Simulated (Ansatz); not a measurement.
We consider fluorite SrF₂, described by PBEsol in Ansatz (plane waves, PAW).

Settings: plane-wave cutoff 520 eV, 10×10×10 k mesh, Fermi–Dirac smearing 0.01 eV, scalar-relativistic PAW data made under PBE.

Computed points:

```json
[
 {"V (Å³/atom)": "14.955", "E − E_lowest (meV/atom)": "14.64"},
 {"V (Å³/atom)": "15.273", "E − E_lowest (meV/atom)": "6.25"},
 {"V (Å³/atom)": "15.591", "E − E_lowest (meV/atom)": "1.50"},
 {"V (Å³/atom)": "15.909", "E − E_lowest (meV/atom)": "0.00"},
 {"V (Å³/atom)": "16.228", "E − E_lowest (meV/atom)": "1.40"},
 {"V (Å³/atom)": "16.546", "E − E_lowest (meV/atom)": "5.39"},
 {"V (Å³/atom)": "16.864", "E − E_lowest (meV/atom)": "11.68"}
]
```

Q: Fit the third-order Birch–Murnaghan equation and give B0 and B′.

A: V0 = 15.909 Å³/atom, B0 = 72.9 GPa, B′ = 4.7 (fit to the energies at full precision).

Measured, for comparison: bulk modulus 69 GPa (temperature not stated, not corrected to a static lattice; as tabulated in On the Morphology of Group II Metal Fluoride Nanocrystals at Finite Temperature …). Computed less measured: bulk modulus +6 %. A static lattice is as a rule a little smaller and stiffer than an uncorrected measurement, which can account for part of this in the bulk modulus.

Ansatz is an electronic-structure program.
